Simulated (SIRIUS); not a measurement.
# BAs (F-43m) in SIRIUS: reference runs, part 2 of 4

SIRIUS 7.12.0.

## Step 3: Equation of state, PBEsol, 12.81 Å³/atom (volume scaled by 0.94)

Input file sirius.json:

```json
{
  "control": {
    "processing_unit": "cpu",
    "std_evp_solver_name": "lapack",
    "gen_evp_solver_name": "lapack",
    "verbosity": 2,
    "print_forces": false,
    "ortho_rf": true,
    "use_second_variation": true,
    "rmt_max": 3.0,
    "num_bands_to_print": 21,
    "save_wf": true
  },
  "parameters": {
    "electronic_structure_method": "full_potential_lapwlo",
    "xc_functionals": ["XC_GGA_X_PBE_SOL", "XC_GGA_C_PBE_SOL"],
    "core_relativity": "dirac",
    "valence_relativity": "iora",
    "num_fv_states": 21,
    "smearing": "fermi_dirac",
    "smearing_width": 0.0018374661,
    "pw_cutoff": 21,
    "gk_cutoff": 4.09,
    "lmax_apw": 10,
    "lmax_rho": 8,
    "lmax_pot": 8,
    "num_mag_dims": 0,
    "auto_rmt": 0,
    "ngridk": [10, 10, 10],
    "shiftk": [0, 0, 0],
    "num_dft_iter": 80,
    "energy_tol": 1e-07,
    "density_tol": 1e-05,
    "use_symmetry": true
  },
  "settings": {"tol_ne": 1e-10},
  "iterative_solver": {"type": "exact"},
  "mixer": {"type": "anderson", "beta": 0.5, "max_history": 8},
  "unit_cell": {
    "lattice_vectors": [[0.0, 4.4214704876, 4.4214704876], [4.4214704876, 0.0, 4.4214704876], [4.4214704876, 4.4214704876, 0.0]],
    "atom_types": ["As", "B"],
    "atom_files": {"As": "As.json", "B": "B.json"},
    "atoms": {"As": [[0.75, 0.75, 0.75]], "B": [[0.0, 0.0, 0.0]]}
  }
}
```

Input file As.json:

```json
{
  "name": "arsenic",
  "symbol": "As",
  "number": 33,
  "mass": 74.9216,
  "rmin": 1e-06,
  "rmt": 2.18,
  "nrmt": 800,
  "rinf": 15.07,
  "core": "1s2s2p",
  "valence": [
    {"basis": [{"enu": 0.12, "dme": 0, "n": 0, "auto": 0}, {"enu": 0.12, "dme": 1, "n": 0, "auto": 0}]},
    {"l": 0, "n": 1, "basis": [{"enu": 0.0986, "dme": 0, "n": 0, "auto": 0}]},
    {"l": 1, "n": 2, "basis": [{"enu": 0.22, "dme": 0, "n": 0, "auto": 0}]},
    {"l": 2, "n": 3, "basis": [{"enu": 0.22, "dme": 0, "n": 0, "auto": 0}]},
    {"l": 3, "n": 4, "basis": [{"enu": 0.22, "dme": 0, "n": 0, "auto": 0}]}
  ],
  "lo": [
    {
      "l": 0,
      "basis": [{"enu": 0.0986, "dme": 0, "n": 0, "auto": 0}, {"enu": 0.0986, "dme": 1, "n": 0, "auto": 0}]
    },
    {
      "l": 0,
      "basis": [{"enu": 0.0986, "dme": 1, "n": 0, "auto": 0}, {"enu": 0.0986, "dme": 2, "n": 0, "auto": 0}]
    },
    {
      "l": 0,
      "basis": [{"enu": -6.5308, "dme": 0, "n": 3, "auto": 1}, {"enu": -6.5308, "dme": 1, "n": 3, "auto": 1}]
    },
    {
      "l": 0,
      "basis": [{"enu": 0.0986, "dme": 0, "n": 0, "auto": 0}, {"enu": 2.6236, "dme": 0, "n": 0, "auto": 0}]
    },
    {"l": 1, "basis": [{"enu": 0.22, "dme": 0, "n": 0, "auto": 0}, {"enu": 0.22, "dme": 1, "n": 0, "auto": 0}]},
    {
      "l": 1,
      "basis": [{"enu": -4.4809, "dme": 0, "n": 3, "auto": 1}, {"enu": -4.4809, "dme": 1, "n": 3, "auto": 1}]
    },
    {
      "l": 1,
      "basis": [{"enu": -4.4809, "dme": 1, "n": 3, "auto": 1}, {"enu": 0.22, "dme": 0, "n": 0, "auto": 0}]
    },
    {"l": 1, "basis": [{"enu": 0.22, "dme": 0, "n": 0, "auto": 0}, {"enu": 4.0917, "dme": 0, "n": 0, "auto": 0}]},
    {"l": 2, "basis": [{"enu": 0.22, "dme": 0, "n": 0, "auto": 0}, {"enu": 0.22, "dme": 1, "n": 0, "auto": 0}]},
    {
      "l": 2,
      "basis": [{"enu": -1.0885, "dme": 0, "n": 3, "auto": 1}, {"enu": -1.0885, "dme": 1, "n": 3, "auto": 1}]
    },
    {
      "l": 2,
      "basis": [{"enu": -1.0885, "dme": 1, "n": 3, "auto": 1}, {"enu": 0.22, "dme": 0, "n": 0, "auto": 0}]
    },
    {"l": 2, "basis": [{"enu": 0.22, "dme": 0, "n": 0, "auto": 0}, {"enu": 4.5967, "dme": 0, "n": 0, "auto": 0}]},
    {"l": 3, "basis": [{"enu": 0.22, "dme": 0, "n": 0, "auto": 0}, {"enu": 0.22, "dme": 1, "n": 0, "auto": 0}]},
    {"l": 3, "basis": [{"enu": 0.22, "dme": 0, "n": 0, "auto": 0}, {"enu": 3.8813, "dme": 0, "n": 0, "auto": 0}]}
  ],
  "free_atom": [... radial grid and density of the free atom, the start of the SCF ...]
}
```

Input file B.json:

```json
{
  "name": "boron",
  "symbol": "B",
  "number": 5,
  "mass": 10.811,
  "rmin": 1e-06,
  "rmt": 1.59,
  "nrmt": 800,
  "rinf": 17.81,
  "core": "",
  "valence": [
    {"basis": [{"enu": 0.12, "dme": 0, "n": 0, "auto": 0}, {"enu": 0.12, "dme": 1, "n": 0, "auto": 0}]},
    {"l": 0, "n": 1, "basis": [{"enu": 0.1659, "dme": 0, "n": 0, "auto": 0}]},
    {"l": 1, "n": 2, "basis": [{"enu": 0.22, "dme": 0, "n": 0, "auto": 0}]},
    {"l": 2, "n": 3, "basis": [{"enu": 0.22, "dme": 0, "n": 0, "auto": 0}]},
    {"l": 3, "n": 4, "basis": [{"enu": 0.22, "dme": 0, "n": 0, "auto": 0}]}
  ],
  "lo": [
    {
      "l": 0,
      "basis": [{"enu": 0.1659, "dme": 0, "n": 0, "auto": 0}, {"enu": 0.1659, "dme": 1, "n": 0, "auto": 0}]
    },
    {
      "l": 0,
      "basis": [{"enu": 0.1659, "dme": 1, "n": 0, "auto": 0}, {"enu": 0.1659, "dme": 2, "n": 0, "auto": 0}]
    },
    {
      "l": 0,
      "basis": [{"enu": -6.2064, "dme": 0, "n": 1, "auto": 1}, {"enu": -6.2064, "dme": 1, "n": 1, "auto": 1}]
    },
    {
      "l": 0,
      "basis": [{"enu": 0.1659, "dme": 0, "n": 0, "auto": 0}, {"enu": 4.9125, "dme": 0, "n": 0, "auto": 0}]
    },
    {"l": 1, "basis": [{"enu": 0.22, "dme": 0, "n": 0, "auto": 0}, {"enu": 0.22, "dme": 1, "n": 0, "auto": 0}]},
    {"l": 1, "basis": [{"enu": 0.22, "dme": 1, "n": 0, "auto": 0}, {"enu": 0.22, "dme": 2, "n": 0, "auto": 0}]},
    {"l": 1, "basis": [{"enu": 0.22, "dme": 0, "n": 0, "auto": 0}, {"enu": 5.6786, "dme": 0, "n": 0, "auto": 0}]},
    {"l": 2, "basis": [{"enu": 0.22, "dme": 0, "n": 0, "auto": 0}, {"enu": 0.22, "dme": 1, "n": 0, "auto": 0}]},
    {"l": 2, "basis": [{"enu": 0.22, "dme": 1, "n": 0, "auto": 0}, {"enu": 0.22, "dme": 2, "n": 0, "auto": 0}]},
    {"l": 2, "basis": [{"enu": 0.22, "dme": 0, "n": 0, "auto": 0}, {"enu": 6.3906, "dme": 0, "n": 0, "auto": 0}]},
    {"l": 3, "basis": [{"enu": 0.22, "dme": 0, "n": 0, "auto": 0}, {"enu": 0.22, "dme": 1, "n": 0, "auto": 0}]}
  ],
  "free_atom": [... radial grid and density of the free atom, the start of the SCF ...]
}
```

Input file sirius_start.json:

```json
{
  "control": {
    "processing_unit": "cpu",
    "std_evp_solver_name": "lapack",
    "gen_evp_solver_name": "lapack",
    "verbosity": 1,
    "print_forces": false,
    "ortho_rf": true,
    "use_second_variation": true,
    "rmt_max": 3.0,
    "num_bands_to_print": 21,
    "save_wf": false
  },
  "parameters": {
    "electronic_structure_method": "full_potential_lapwlo",
    "xc_functionals": ["XC_LDA_X", "XC_LDA_C_PW"],
    "core_relativity": "dirac",
    "valence_relativity": "iora",
    "num_fv_states": 21,
    "smearing": "fermi_dirac",
    "smearing_width": 0.0055123983,
    "pw_cutoff": 21,
    "gk_cutoff": 3.27,
    "lmax_apw": 10,
    "lmax_rho": 8,
    "lmax_pot": 8,
    "num_mag_dims": 0,
    "auto_rmt": 0,
    "ngridk": [4, 4, 4],
    "shiftk": [0, 0, 0],
    "num_dft_iter": 30,
    "energy_tol": 0.01,
    "density_tol": 0.05,
    "use_symmetry": true
  },
  "settings": {"tol_ne": 1e-10},
  "iterative_solver": {"type": "exact"},
  "mixer": {"type": "anderson", "beta": 0.5, "max_history": 8},
  "unit_cell": {
    "lattice_vectors": [[0.0, 4.4214704876, 4.4214704876], [4.4214704876, 0.0, 4.4214704876], [4.4214704876, 4.4214704876, 0.0]],
    "atom_types": ["As", "B"],
    "atom_files": {"As": "As.json", "B": "B.json"},
    "atoms": {"As": [[0.75, 0.75, 0.75]], "B": [[0.0, 0.0, 0.0]]}
  }
}
```

Potentials or basis: all-electron FP-LAPW, apw+lo standard.

Command:

```console
OMP_NUM_THREADS=1 sirius.scf --input=sirius_start.json --output=start.json
OMP_NUM_THREADS=1 sirius.scf --input=sirius.json --output=output.json --task=1
```

Wall time 34 s (1 thread of Intel Xeon Platinum 8488C (Sapphire Rapids), shared host); peak memory 0.44 GiB.

The run converged. Its results:

| Quantity | Value |
| --- | --- |
| Free energy | -62157.0636 eV |
| Band gap on the k mesh | 1.02 eV, indirect (least direct gap 3.32 eV) |
| All electrons inside the program's atomic spheres | As 31.14; B 3.53 (radii As 2.18, B 1.59 bohr) |

## Step 4: Equation of state, PBEsol, 13.08 Å³/atom (volume scaled by 0.96)

sirius.json: that of step 3 with these lines changed.

```diff
@@ -39,3 +39,3 @@
   "unit_cell": {
-    "lattice_vectors": [[0.0, 4.4214704876, 4.4214704876], [4.4214704876, 0.0, 4.4214704876], [4.4214704876, 4.4214704876, 0.0]],
+    "lattice_vectors": [[0.0, 4.4526086295, 4.4526086295], [4.4526086295, 0.0, 4.4526086295], [4.4526086295, 4.4526086295, 0.0]],
     "atom_types": ["As", "B"],
```

Input file As.json:

```json
{
  "name": "arsenic",
  "symbol": "As",
  "number": 33,
  "mass": 74.9216,
  "rmin": 1e-06,
  "rmt": 2.18,
  "nrmt": 800,
  "rinf": 15.07,
  "core": "1s2s2p",
  "valence": [
    {"basis": [{"enu": 0.11, "dme": 0, "n": 0, "auto": 0}, {"enu": 0.11, "dme": 1, "n": 0, "auto": 0}]},
    {"l": 0, "n": 1, "basis": [{"enu": 0.0886, "dme": 0, "n": 0, "auto": 0}]},
    {"l": 1, "n": 2, "basis": [{"enu": 0.21, "dme": 0, "n": 0, "auto": 0}]},
    {"l": 2, "n": 3, "basis": [{"enu": 0.21, "dme": 0, "n": 0, "auto": 0}]},
    {"l": 3, "n": 4, "basis": [{"enu": 0.21, "dme": 0, "n": 0, "auto": 0}]}
  ],
  "lo": [
    {
      "l": 0,
      "basis": [{"enu": 0.0886, "dme": 0, "n": 0, "auto": 0}, {"enu": 0.0886, "dme": 1, "n": 0, "auto": 0}]
    },
    {
      "l": 0,
      "basis": [{"enu": 0.0886, "dme": 1, "n": 0, "auto": 0}, {"enu": 0.0886, "dme": 2, "n": 0, "auto": 0}]
    },
    {
      "l": 0,
      "basis": [{"enu": -6.5408, "dme": 0, "n": 3, "auto": 1}, {"enu": -6.5408, "dme": 1, "n": 3, "auto": 1}]
    },
    {
      "l": 0,
      "basis": [{"enu": 0.0886, "dme": 0, "n": 0, "auto": 0}, {"enu": 2.6136, "dme": 0, "n": 0, "auto": 0}]
    },
    {"l": 1, "basis": [{"enu": 0.21, "dme": 0, "n": 0, "auto": 0}, {"enu": 0.21, "dme": 1, "n": 0, "auto": 0}]},
    {
      "l": 1,
      "basis": [{"enu": -4.4909, "dme": 0, "n": 3, "auto": 1}, {"enu": -4.4909, "dme": 1, "n": 3, "auto": 1}]
    },
    {
      "l": 1,
      "basis": [{"enu": -4.4909, "dme": 1, "n": 3, "auto": 1}, {"enu": 0.21, "dme": 0, "n": 0, "auto": 0}]
    },
    {"l": 1, "basis": [{"enu": 0.21, "dme": 0, "n": 0, "auto": 0}, {"enu": 4.0817, "dme": 0, "n": 0, "auto": 0}]},
    {"l": 2, "basis": [{"enu": 0.21, "dme": 0, "n": 0, "auto": 0}, {"enu": 0.21, "dme": 1, "n": 0, "auto": 0}]},
    {
      "l": 2,
      "basis": [{"enu": -1.0985, "dme": 0, "n": 3, "auto": 1}, {"enu": -1.0985, "dme": 1, "n": 3, "auto": 1}]
    },
    {
      "l": 2,
      "basis": [{"enu": -1.0985, "dme": 1, "n": 3, "auto": 1}, {"enu": 0.21, "dme": 0, "n": 0, "auto": 0}]
    },
    {"l": 2, "basis": [{"enu": 0.21, "dme": 0, "n": 0, "auto": 0}, {"enu": 4.5867, "dme": 0, "n": 0, "auto": 0}]},
    {"l": 3, "basis": [{"enu": 0.21, "dme": 0, "n": 0, "auto": 0}, {"enu": 0.21, "dme": 1, "n": 0, "auto": 0}]},
    {"l": 3, "basis": [{"enu": 0.21, "dme": 0, "n": 0, "auto": 0}, {"enu": 3.8713, "dme": 0, "n": 0, "auto": 0}]}
  ],
  "free_atom": [... radial grid and density of the free atom, the start of the SCF ...]
}
```

Input file B.json:

```json
{
  "name": "boron",
  "symbol": "B",
  "number": 5,
  "mass": 10.811,
  "rmin": 1e-06,
  "rmt": 1.59,
  "nrmt": 800,
  "rinf": 17.81,
  "core": "",
  "valence": [
    {"basis": [{"enu": 0.11, "dme": 0, "n": 0, "auto": 0}, {"enu": 0.11, "dme": 1, "n": 0, "auto": 0}]},
    {"l": 0, "n": 1, "basis": [{"enu": 0.1559, "dme": 0, "n": 0, "auto": 0}]},
    {"l": 1, "n": 2, "basis": [{"enu": 0.21, "dme": 0, "n": 0, "auto": 0}]},
    {"l": 2, "n": 3, "basis": [{"enu": 0.21, "dme": 0, "n": 0, "auto": 0}]},
    {"l": 3, "n": 4, "basis": [{"enu": 0.21, "dme": 0, "n": 0, "auto": 0}]}
  ],
  "lo": [
    {
      "l": 0,
      "basis": [{"enu": 0.1559, "dme": 0, "n": 0, "auto": 0}, {"enu": 0.1559, "dme": 1, "n": 0, "auto": 0}]
    },
    {
      "l": 0,
      "basis": [{"enu": 0.1559, "dme": 1, "n": 0, "auto": 0}, {"enu": 0.1559, "dme": 2, "n": 0, "auto": 0}]
    },
    {
      "l": 0,
      "basis": [{"enu": -6.2164, "dme": 0, "n": 1, "auto": 1}, {"enu": -6.2164, "dme": 1, "n": 1, "auto": 1}]
    },
    {
      "l": 0,
      "basis": [{"enu": 0.1559, "dme": 0, "n": 0, "auto": 0}, {"enu": 4.9025, "dme": 0, "n": 0, "auto": 0}]
    },
    {"l": 1, "basis": [{"enu": 0.21, "dme": 0, "n": 0, "auto": 0}, {"enu": 0.21, "dme": 1, "n": 0, "auto": 0}]},
    {"l": 1, "basis": [{"enu": 0.21, "dme": 1, "n": 0, "auto": 0}, {"enu": 0.21, "dme": 2, "n": 0, "auto": 0}]},
    {"l": 1, "basis": [{"enu": 0.21, "dme": 0, "n": 0, "auto": 0}, {"enu": 5.6686, "dme": 0, "n": 0, "auto": 0}]},
    {"l": 2, "basis": [{"enu": 0.21, "dme": 0, "n": 0, "auto": 0}, {"enu": 0.21, "dme": 1, "n": 0, "auto": 0}]},
    {"l": 2, "basis": [{"enu": 0.21, "dme": 1, "n": 0, "auto": 0}, {"enu": 0.21, "dme": 2, "n": 0, "auto": 0}]},
    {"l": 2, "basis": [{"enu": 0.21, "dme": 0, "n": 0, "auto": 0}, {"enu": 6.3806, "dme": 0, "n": 0, "auto": 0}]},
    {"l": 3, "basis": [{"enu": 0.21, "dme": 0, "n": 0, "auto": 0}, {"enu": 0.21, "dme": 1, "n": 0, "auto": 0}]}
  ],
  "free_atom": [... radial grid and density of the free atom, the start of the SCF ...]
}
```

sirius_start.json: that of step 3 with these lines changed.

```diff
@@ -39,3 +39,3 @@
   "unit_cell": {
-    "lattice_vectors": [[0.0, 4.4214704876, 4.4214704876], [4.4214704876, 0.0, 4.4214704876], [4.4214704876, 4.4214704876, 0.0]],
+    "lattice_vectors": [[0.0, 4.4526086295, 4.4526086295], [4.4526086295, 0.0, 4.4526086295], [4.4526086295, 4.4526086295, 0.0]],
     "atom_types": ["As", "B"],
```

Command:

```console
OMP_NUM_THREADS=1 sirius.scf --input=sirius_start.json --output=start.json
OMP_NUM_THREADS=1 sirius.scf --input=sirius.json --output=output.json --task=1
```

Run time: 35 s. Hardware: 1 thread of Intel Xeon Platinum 8488C (Sapphire Rapids), shared host; peak memory 0.44 GiB.

The run converged. Its results:

- Free energy: -62157.0873 eV
- Band gap on the k mesh: 1.04 eV, indirect (least direct gap 3.30 eV)
- All electrons inside the program's atomic spheres: As 31.11; B 3.50 (radii As 2.18, B 1.59 bohr)

(Part 2 of 4 ends here.)
